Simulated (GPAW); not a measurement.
A run of GPAW 26.7.0:

run.py

```python
from ase.dft.bandgap import bandgap
from ase.io import read, write
from ase.units import GPa
from gpaw import GPAW, PW

atoms = read('BN.cif')

calc = GPAW(mode=PW(800),
            xc='LDA',
            kpts={'size': (9, 9, 3), 'gamma': True},
            occupations={'name': 'fermi-dirac', 'width': 0.05},
            nbands=18,
            convergence={'density': 1e-05, 'energy': 1e-05},
            maxiter=150,
            txt='gpaw.txt')
atoms.calc = calc
energy = atoms.get_potential_energy()
forces = atoms.get_forces()
stress = atoms.get_stress()
calc.write('gs.gpw')
write('result.traj', atoms)
print(f'Energy: {energy:.6f} eV')
print('Forces (eV/A):')
print(forces.round(4))
print('Stress (GPa):', (stress / GPa).round(3))
print('Fermi level:', round(calc.get_fermi_level(), 4), 'eV')
print(f'Gap: {bandgap(calc)[0]:.4f} eV, direct: {bandgap(calc, direct=True)[0]:.4f} eV')

path = atoms.cell.bandpath('GMKGALHA,LM,KH', npoints=80, eps=1e-4)
bs_calc = calc.fixed_density(kpts=path, symmetry='off', nbands=28,
                             convergence={'bands': 'CBM+6.0', 'eigenstates': 1e-6}, txt='bands.txt')
bs = bs_calc.band_structure()
bs.write('bs.json')
print(f'Gap on the path: {bandgap(bs_calc)[0]:.4f} eV')
```

The input BN.cif:

```cif
data_BN
_cell_length_a 2.49824000
_cell_length_b 2.49824000
_cell_length_c 6.63570000
_cell_angle_alpha 90.00000000
_cell_angle_beta 90.00000000
_cell_angle_gamma 120.00000000
_space_group_name_H-M_alt 'P1'
_space_group_name_Hall 'P 1'
_space_group_IT_number 1
loop_
_space_group_symop_operation_xyz
'x,y,z'
loop_
_atom_site_label
_atom_site_type_symbol
_atom_site_symmetry_multiplicity
_atom_site_Wyckoff_symbol
_atom_site_fract_x
_atom_site_fract_y
_atom_site_fract_z
_atom_site_occupancy
N1 N 1 a 0.6666666667 0.3333333333 0.2500000000 1
N2 N 1 a 0.3333333333 0.6666666667 0.7500000000 1
B1 B 1 a 0.6666666667 0.3333333333 0.7500000000 1
B2 B 1 a 0.3333333333 0.6666666667 0.2500000000 1
```

Potentials or basis: the program's PAW data sets (release 1.2.1) made for this functional, pw.

The run is started by

```bash
$ OMP_NUM_THREADS=1 python run.py
```

Hardware: 1 thread of AMD EPYC 7B13 (Zen 3), on a shared host.

Q: How long does it take, and how much memory?

A: Wall time 46 s on 1 thread of AMD EPYC 7B13 (Zen 3), with other jobs on the host, peak memory 0.29 GiB. Counts: scf iterations 15, plane waves 1856, bands 18, k points 31.
